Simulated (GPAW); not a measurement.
Input of a GPAW 26.7.0 run:

The input run.py:

```python
from ase import Atoms
from ase.filters import FrechetCellFilter
from ase.io import write
from ase.optimize import BFGS
from ase.units import GPa
from gpaw import GPAW, PW, setup_paths

setup_paths.insert(0, '.')

atoms = Atoms(['N', 'N', 'B', 'B'],
              cell=[[2.49824, 0.0, 0.0],
                    [-1.24912, 2.1635393048, 0.0],
                    [0.0, 0.0, 6.6357]],
              scaled_positions=[[0.6666666667, 0.3333333333, 0.25],
                                [0.3333333333, 0.6666666667, 0.75],
                                [0.6666666667, 0.3333333333, 0.75],
                                [0.3333333333, 0.6666666667, 0.25]],
              pbc=True)

calc = GPAW(mode=PW(800),
            xc='PBEsol',
            kpts={'size': (9, 9, 3), 'gamma': True},
            occupations={'name': 'fermi-dirac', 'width': 0.05},
            nbands=18,
            convergence={'density': 1e-05, 'forces': 0.0001},
            maxiter=150,
            txt='gpaw.txt')
atoms.calc = calc
opt = BFGS(FrechetCellFilter(atoms, scalar_pressure=30 * GPa), trajectory='relax.traj', logfile='-')
done = opt.run(fmax=0.02, steps=60)
calc.write('gs.gpw')
write('result.traj', atoms)
print('Converged:', done)
print('Cell:', atoms.cell.cellpar().round(4))
print('Volume:', round(atoms.get_volume(), 4))
print(atoms.get_scaled_positions().round(5))
```

Potentials or basis: PAW data sets generated in the run's folder for this functional, pw.

Launch:

```sh
$ gpaw-setup -f PBEsol B N
$ OMP_NUM_THREADS=1 python run.py
```

Problem. Predict the relaxed volume.

Solution. 6.56 Å³/atom.

Problem. Estimate the relaxed cell.

Solution. a = 2.462 Å, b = 2.462 Å, c = 4.997 Å, α = 90.00°, β = 90.00°, γ = 120.00°.

Stress tensor (GPa, compression positive):
```
30.26  0.00  0.00
 0.00 30.26  0.00
 0.00  0.00 30.07
```

Caveat: later steps reuse the first step's grids; the volume moved by over 15 % at a fixed basis, so the end points are rough; this functional lacks dispersion, which binds the layers, so the pressure and a relaxed spacing across them are unreliable.
